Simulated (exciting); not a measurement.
Here is an exciting (release sodium) calculation.

input.xml

```xml
<input>
  <title>Bi</title>
  <structure speciespath="./" tshift="false">
    <crystal scale="1">
      <basevect>4.284953987589 2.473919338223 7.441741478776</basevect>
      <basevect>-4.284953987589 2.473919338223 7.441741478776</basevect>
      <basevect>0.000000000000 -4.947838676447 7.441741478776</basevect>
    </crystal>
    <species speciesfile="Bi.xml" rmt="2.29">
      <atom coord="0.766000000000 0.766000000000 0.766000000000"/>
      <atom coord="0.234000000000 0.234000000000 0.234000000000"/>
    </species>
  </structure>
  <groundstate do="fromscratch" ngridk="7 7 7" rgkmax="7.5" gmaxvr="14" lmaxapw="10" lmaxmat="10" lmaxvr="8" xctype="GGA_PBE" stype="Fermi Dirac" swidth="0.00183747" nempty="10" ValenceRelativity="iora*" epsengy="1e-06" epspot="1e-06" maxscl="80" tforce="true" outputlevel="normal"/>
</input>
```

Potentials or basis: all-electron LAPW+lo, shipped species files, valence relativity iora*.

Command:

```sh
$ OMP_NUM_THREADS=1 exciting_smp
```

Problem. What does it give for the band gap on the k mesh?

Solution. 0.27 eV, indirect (least direct gap 0.54 eV).

Problem. Predict the largest force.

Solution. 0.194 eV/Å.

Forces on the atoms (eV/Å):
```
Bi   0.000  0.000 -0.194
Bi   0.000  0.000  0.194
```

Caveat: rgkmax is low for these elements, so energy differences scatter by about 1 meV per atom; the log's total energy holds no entropy term; the free energy is that total less TS from the occupations; spin-orbit coupling is left out, which as a rule narrows the gap of such compounds by several tenths of an eV; an odd mesh through Γ misses points on the zone boundary, where band edges often lie.
